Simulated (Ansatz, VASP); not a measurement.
**Pb: VASP beside Ansatz**

```xyz
1
Lattice="0.0000 2.4750 2.4750 2.4750 0.0000 2.4750 2.4750 2.4750 0.0000" Properties=species:S:1:pos:R:3 pbc="T T T"
Pb    0.0000    0.0000    0.0000
```

Alike in both runs: task relaxation of cell and atoms; functional PBE; k mesh 14 × 14 × 14; occupations gaussian, width 0.1 eV; no spin polarisation.

|  | VASP | Ansatz |
| --- | --- | --- |
| version | VASP 6.6.1 | Ansatz 0.2.0 |
| potentials or method | VASP PAW PBE potentials, release 64 (Pb_d) | scalar-relativistic, plane waves, PAW |
| plane-wave cutoff (eV) | 600 | 420 |
| valence electrons in the cell | 14 | 14 |

VASP gave:

| Property | Result |
| --- | --- |
| gap on the k mesh at the Fermi level, each at its own relaxed structure (eV) | none |
| relaxed volume (Å³/atom) | 32.00 |
| relaxed cell length with the largest relative difference (Å) | 3.564 |
| energy change over the relaxation (meV/atom) | -12 |

**Question.** Estimate Ansatz's values.

**Answer.** gap on the k mesh at the Fermi level, each at its own relaxed structure (eV): none; relaxed volume (Å³/atom): 32.04; relaxed cell length with the largest relative difference (Å): 3.565; energy change over the relaxation (meV/atom): -12.

A gap of «none» marks a metal or a gap that the smearing closes.

The runs have no spin-orbit coupling, so splittings on Pb are missing.
